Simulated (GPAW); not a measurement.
## GaSb: band structure with r4SCAN

**What was measured.**

A printed reference work, data compilation reports, for a bulk crystal of GaSb at 4.2 K: band gap 0.811 eV (direct).

Crystal: GaSb.

```
Sb Ga
1.0
     0.00000    3.05900    3.05900
     3.05900    0.00000    3.05900
     3.05900    3.05900    0.00000
Sb Ga
1 1
Direct
  0.75000 0.75000 0.75000
  0.00000 0.00000 0.00000
```

- Program: GPAW 26.7.0
- Task: band structure
- Functional: r4SCAN
- Potentials or basis: GPAW PAW data sets (gpaw-data 1.2.1)
- Cutoff: 600 eV
- Basis: pw
- k mesh: 6 × 6 × 6
- Occupations: fermi-dirac, width 0.05 eV
- Spin: spin-orbit coupling, no magnetisation
- Maxiter: 150
- Band path: GXWKGLUWLK,UX
- Band points: 60
- spin axis theta (degrees): 0
- spin axis phi (degrees): 0
- Soc after scf: second variation without the xc potential

The pressure is 0.1 GPa and the band gap along the path is none (metal or under the smearing width).

Levels at the corners of the path, in eV from the Fermi level:
```
point  band 15  band 16  band 17  band 18  band 19  band 20  band 21  band 22
    Γ    -0.09    -0.09    -0.01    -0.01    -0.01    -0.01     2.44     2.44
    X    -3.12    -3.12    -2.85    -2.85     0.72     0.72     1.11     1.11
    W    -4.00    -3.65    -3.52    -3.50     3.36     3.78     4.31     4.34
    K    -4.18    -3.96    -2.59    -2.56     1.23     1.26     3.75     3.90
    Γ    -0.09    -0.09    -0.01    -0.01    -0.01    -0.01     2.44     2.44
    L    -1.72    -1.72    -1.28    -1.28     0.24     0.24     3.57     3.57
    U    -4.18    -3.95    -2.59    -2.56     1.23     1.26     3.75     3.90
    W    -4.00    -3.65    -3.52    -3.50     3.36     3.78     4.31     4.34
    L    -1.72    -1.72    -1.28    -1.28     0.24     0.24     3.57     3.57
    K    -4.18    -3.96    -2.59    -2.56     1.23     1.26     3.75     3.90
    U    -4.18    -3.95    -2.59    -2.56     1.23     1.26     3.75     3.90
    X    -3.12    -3.12    -2.85    -2.85     0.72     0.72     1.11     1.11
```

It took 2.9 min on 1 thread of Arm Neoverse V1, on a shared host, peak memory 0.4 GiB.

Measured gap of GaSb: 0.811 eV (direct; 4.2 K; a printed reference work, data compilation). This calculation gives 0.00 eV (-0.81 eV). The value is that of r4SCAN, without temperature or zero-point motion.

Caveat: spin-orbit coupling was added after a scalar SCF, so levels and gaps hold it while energy, forces, pressure and moments don't; this program's spin-orbit splittings come out too wide for heavy elements; the PAW data sets were made with another functional, which shifts forces and pressure a little; this crystal is a semiconductor, whose small gap the functional closes, so the metal is an error of the method.
